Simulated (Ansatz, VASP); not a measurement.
# B in VASP and in Ansatz

Contents of INCAR:

```
ALGO = Normal
EDIFF = 1E-6
ENCUT = 520
GGA = PE
ISIF = 2
ISMEAR = -1
LASPH = T
LCHARG = F
LREAL = F
LWAVE = F
NBANDS = 8
NELM = 100
PREC = Accurate
SIGMA = 0.05
```

Contents of KPOINTS:

```
k-points
0
Gamma
  11 11 16
```

The input POSCAR:

```
B
1.0
    2.3921238388      0.0000000000      0.0000000000
    0.0000000000      2.3921238388      0.0000000000
    0.0000000000      0.0000000000      1.6168918177
B
1
Direct
    0.5000000000      0.5000000000      0.5000000000
```

input.yaml

```yaml
crystal:
  lattice:
    - [2.3921238388, 0.0, 0.0]
    - [0.0, 2.3921238388, 0.0]
    - [0.0, 0.0, 1.6168918177]
  atoms:
    - { symbol: B, position: [0.5, 0.5, 0.5] }
hamiltonian:
  xc: pbe
  pseudopotentials: { kind: paw }
kpoints:
  mp_grid: { grid: [11, 11, 16] }
scf:
  occupations: { method: fermi_dirac, width: 0.05 }
output:
  forces: true
  stress: true
  eigenvalues: true
  write_density: true
  write_potential: true
  elf: true
  volumetric_format: npy
```

The cell was built by a generator and needn't be a form met in nature.

Alike in both runs: task single point; functional PBE; k mesh 11 × 11 × 16; occupations fermi-dirac, width 0.05 eV; no spin polarisation.

```csv
,VASP,Ansatz
version,VASP 6.6.1,Ansatz 0.2.0
potentials or method,"VASP PAW PBE potentials, release 64 (B)",Ansatz PAW
plane-wave cutoff (eV),520,420
valence electrons in the cell,3,3
```

Ansatz gave:

```
gap on the k mesh at the Fermi level (eV)       : none
pressure (GPa)                                  : -9.3
largest component of the traceless stress (GPa) : 10.74
```

Problem. Which values does VASP return?

Solution. gap on the k mesh at the Fermi level (eV): none; pressure (GPa): -9.3; largest component of the traceless stress (GPa): 10.78.

A gap of «none» marks a metal or a gap that the smearing closes.
